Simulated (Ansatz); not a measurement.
Co:

```
Co
1.0
     2.47056    0.00000    0.00000
    -1.23528    2.13957    0.00000
     0.00000    0.00000    8.08823
Co
4
Cartesian
  1.2353 0.7132 6.0662
  0.0000 0.0000 4.0441
  0.0000 1.4264 2.0221
  0.0000 0.0000 0.0000
```

Alike in all runs: program Ansatz 0.2.0; functional PBEsol; potentials or basis Ansatz PAW; cutoff 420 eV (not typed: the program's choice for these potentials); k mesh 10 × 10 × 3; occupations fermi-dirac, width 0.05 eV.

The same cell was started in several ways:

| start | free energy over the lowest (meV/atom) | net moment (μB) | site or absolute moments (μB) | gap |
| --- | --- | --- | --- | --- |
| collinear spin, ferromagnetic start of up to 2 μB; fixed moment 8 | 108.6 | 8.00 | Co +2.03, +2.01 | - |
| collinear spin, ferromagnetic start of up to 3 μB; fixed moment 12 | 1859.4 | 12.00 | Co +2.80, +2.78 | - |
| collinear spin, ferromagnetic start of up to 2.5 μB; fixed moment 10 | 676.1 | 10.00 | Co +2.42, +2.41 | - |
| collinear spin, ferromagnetic start of up to 4 μB; fixed moment 16 | 5985.1 | 16.00 | Co +3.53 | - |
| collinear spin, program default start; fixed moment 0 | 174.0 | 0.00 | - | - |
| collinear spin, ferromagnetic start of up to 0.5 μB; fixed moment 2 | 150.5 | 2.00 | Co +0.11, +0.94 | - |
| collinear spin, ferromagnetic start of up to 1 μB; fixed moment 4 | 93.0 | 4.00 | Co +0.82, +1.28 | - |
| collinear spin, ferromagnetic start of up to 1.5 μB; fixed moment 6 | 0.0 | 6.00 | Co +1.58, +1.55 | - |

All polarised runs hold their moment fixed, so the table maps the energy against it. A still lower state may exist.

Caveats: the total moment is fixed, so each spin has its own Fermi level.
